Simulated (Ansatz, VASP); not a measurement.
# One calculation of Al, two programs

File POSCAR:

```
Al
1.0
   -1.5912186900      1.5912186900      1.5912186900
    1.5912186900     -1.5912186900      1.5912186900
    1.5912186900      1.5912186900     -1.5912186900
Al
1
Direct
    0.0000000000      0.0000000000      0.0000000000
```

Contents of INCAR.step1:

```
PREC = Accurate
ENCUT = 520
ISMEAR = 0
SIGMA = 0.1
LREAL = False
LASPH = True
NELM = 100
NBANDS = 8
GGA = PE
ALGO = Normal
EDIFF = 1E-4
LWAVE = True
LCHARG = False
```

The input INCAR.step2:

```
PREC = Accurate
ENCUT = 520
EDIFF = 1E-6
ISMEAR = 0
SIGMA = 0.1
LREAL = False
LASPH = True
NELM = 100
ALGO = Normal
ISIF = 2
LWAVE = False
LCHARG = False
METAGGA = R2SCAN
LMIXTAU = True
NBANDS = 8
ISTART = 1
```

The input KPOINTS:

```
Automatic mesh
0
Gamma
  8 8 8
```

Input for Ansatz:

```yaml
crystal:
  lattice:
    - [-1.59121869, 1.59121869, 1.59121869]
    - [1.59121869, -1.59121869, 1.59121869]
    - [1.59121869, 1.59121869, -1.59121869]
  atoms:
    - { symbol: Al, position: [0.0, 0.0, 0.0] }
basis:
  ecutwfc: 500
kpoints:
  mp_grid: { grid: [8, 8, 8] }
hamiltonian:
  xc: r2scan
scf:
  occupations: { method: gaussian, width: 0.1 }
  lower_state_search: "off"
output:
  forces: true
  stress: true
  eigenvalues: true
```

Alike in both runs: task single point; functional r2SCAN; k mesh 8 × 8 × 8; occupations gaussian, width 0.1 eV; no spin polarisation.

|  | VASP | Ansatz |
| --- | --- | --- |
| version | VASP 6.6.1 | Ansatz 0.2.0 |
| potentials or method | VASP PAW PBE potentials, release 64 (Al) | scalar-relativistic, plane waves, PAW |
| plane-wave cutoff (eV) | 520 | 500 |
| valence electrons in the cell | 3 | 3 |

VASP gave:

```
gap on the k mesh at the Fermi level (eV) : none
pressure (GPa)                            : 0.0
```

Problem. Estimate Ansatz's values.

Solution. gap on the k mesh at the Fermi level (eV): none; pressure (GPa): 0.3.

A gap of «none» marks a metal or a gap that the smearing closes.

Caveats: the PAW data sets were made with another functional, which shifts forces and pressure a little (VASP).
